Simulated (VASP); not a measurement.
Set up this calculation in VASP 6.6.1, as the native input.

| Quantity | Value |
| --- | --- |
| Task | relaxation of cell and atoms |
| Functional | r2SCAN |
| Potentials or basis | VASP PAW PBE potentials, release 64 (P) |
| Cutoff | 600 eV |
| k mesh | 11 × 11 × 11 |
| Occupations | gaussian, width 0.05 eV |
| Spin | no spin polarisation |
| Further INCAR settings | ALGO = Normal; EDIFF = 1e-06; IBRION = 2; EDIFFG = -0.01; NSW = 40; ISIF = 3 |

The structure of P lies in POSCAR:

```
P
1.0
   -1.6915100431      2.5151650373      1.8589441358
    1.6915100431     -2.5151650373      1.8589441358
    1.6915100431      2.5151650373     -1.8589441358
P
2
Direct
    0.6966908900      0.9466908900      0.7500000000
    0.3033091100      0.0533091100      0.2500000000
```

This isn't the form of P at room conditions, which is orthorhombic.

The input as run:

INCAR

```
PREC = Accurate ; ENCUT = 600
EDIFF = 1E-6 ; ISMEAR = 0
SIGMA = 0.05 ; LREAL = False
LASPH = True ; NELM = 80
ALGO = Normal ; ISIF = 3
LWAVE = False ; LCHARG = False
METAGGA = R2SCAN ; LMIXTAU = True
IBRION = 2 ; NSW = 40
EDIFFG = -0.01
```

KPOINTS

```
Automatic mesh
0
Gamma
  11 11 11
```

Potentials or basis: VASP PAW PBE potentials, release 64 (P).

The run is started by

```console
$ cat potpaw_PBE.64/P/POTCAR > POTCAR
$ mpirun -np 1 vasp_std > vasp.out
```

It gave:

The relaxed volume is 15.96 Å³/atom, the relaxed cell is a = 3.567 Å, b = 3.567 Å, c = 3.567 Å, α = 123.18°, β = 89.90°, γ = 117.03° and the space group after relaxing (to 0.05 Å) is Imma (No. 74). The energy gained by relaxing is 0.5 meV/atom. The ionic steps are 5. The pressure after relaxing is 0.0 GPa, the largest force after relaxing is 0.005 eV/Å and the band gap on the k mesh is none (metal or under the smearing width).

Caveat: the PAW data sets were made with another functional, which shifts forces and pressure a little.

It took 15 min on 1 thread of Intel(R) Xeon(R) Platinum 8375C CPU @ 2.90GHz (Ice Lake), with other jobs on the host, peak memory 0.21 GiB.
